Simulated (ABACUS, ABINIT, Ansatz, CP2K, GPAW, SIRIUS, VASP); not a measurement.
Ge: programs and potentials compared

```xyz
1
Lattice="2.7105 0.0000 0.0000 0.0000 2.7105 0.0000 0.0000 0.0000 2.7105" Properties=species:S:1:pos:R:3 pbc="T T T"
Ge    0.0000    0.0000    0.0000
```

This isn't the form of Ge at room conditions, which is diamond.

Alike in all runs: task single point; functional PBE; k mesh 10 × 10 × 10; occupations fermi-dirac, width 0.05 eV; no spin polarisation; no spin-orbit coupling. A missing gap at this level doesn't show that the real crystal is a metal. Pressure is positive in compression and, in plane waves, holds the error of the finite cutoff, which Ansatz's Pulay term estimates and takes out.

```
                                      program and potentials  plane-wave cutoff (eV)                                                                      notes  band gap (eV)  pressure (GPa)
              Ansatz, all-electron LAPW, scalar-relativistic                       -                                                                          -         no gap           -0.45
CP2K, POTENTIAL_UZH Ge GTH-PBE-q4; TZVP-MOLOPT-PBE-GTH basis                       -                       atomic basis; 4 valence electrons an atom on average         no gap            0.44
                  GPAW, GPAW PAW data sets (gpaw-data 1.2.1)                     600                                     4 valence electrons an atom on average         no gap           -0.58
 SIRIUS, PseudoDojo 0.4.1 PBE standard (scalar relativistic)                    1078                                    14 valence electrons an atom on average         no gap           -0.41
                            VASP, PBE PAW files Ge_d, 520 eV                     520                                    14 valence electrons an atom on average         no gap           -0.57
                                    ABINIT, JTH PAW PBE v2.0                     599                                    14 valence electrons an atom on average         no gap           -0.92
    ABACUS, PseudoDojo NC SR 0.4.1 PBE standard, plane waves                    1075                                    14 valence electrons an atom on average         no gap           -0.41
                       Ansatz, Ansatz PAW (earlier soft set)                     420  14 valence electrons an atom on average; Pulay term of +0.03 GPa included         no gap           -0.47
```

None finds a gap. The pressure spans -0.92 (ABINIT, JTH PAW PBE v2.0) to 0.44 GPa (CP2K, POTENTIAL_UZH Ge GTH-PBE-q4; TZVP-MOLOPT-PBE-GTH basis), with all-electron results at -0.45. Rows in atomic bases carry the error of their basis and grid, which can be large.

The functional is the same throughout but for its coding, so the spread measures potentials, basis and numerics; runs on potential files found faulty are left out.
